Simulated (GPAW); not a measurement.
Ni in GPAW: the effect of functional

Ni:

```xyz
1
Lattice="-1.3837 1.3837 1.3837 1.3837 -1.3837 1.3837 1.3837 1.3837 -1.3837" Properties=species:S:1:pos:R:3 pbc="T T T"
Ni    0.0000    0.0000    0.0000
```

This isn't the form of Ni at room conditions, which is fcc.

Alike in all runs:

```yaml
Program: GPAW 26.7.0
Task: hyperfine couplings
Cutoff: 510 eV
Basis: pw
k_mesh: 13 × 13 × 13
Occupations: fermi-dirac, width 0.05 eV
Spin: collinear spin, ferromagnetic start
Starting_moments: "[1.0] μB"
```

```csv
functional,potentials or basis,pressure (GPa),moment (μB)
LDA,the program's PAW data sets (release 1.2.1) made for this functional,-8.8,0.53
PBEsol,PAW data sets generated in the run's folder for this functional,0.1,0.58
PBE,GPAW PAW data sets (gpaw-data 1.2.1),?,?
RPBE,the program's PAW data sets (release 1.2.1) made for this functional,16.2,0.59
AM05,PAW data sets generated in the run's folder for this functional,-1.0,0.59
WC,PAW data sets generated in the run's folder for this functional,0.8,0.57
revPBE,the program's PAW data sets (release 1.2.1) made for this functional,14.5,0.59
BLYP,PAW data sets generated in the run's folder for this functional,18.4,0.54
```

What does the run with functional PBE give?

Pressure 9.8 GPa; moment 0.59 μB.

Caveats: the cutoff is short for stress and forces, so pressures can be off by a GPa or more; the dipolar part lacks the spin inside other atoms' spheres; the stock nickel data set gives pressures a few GPa off other programs.
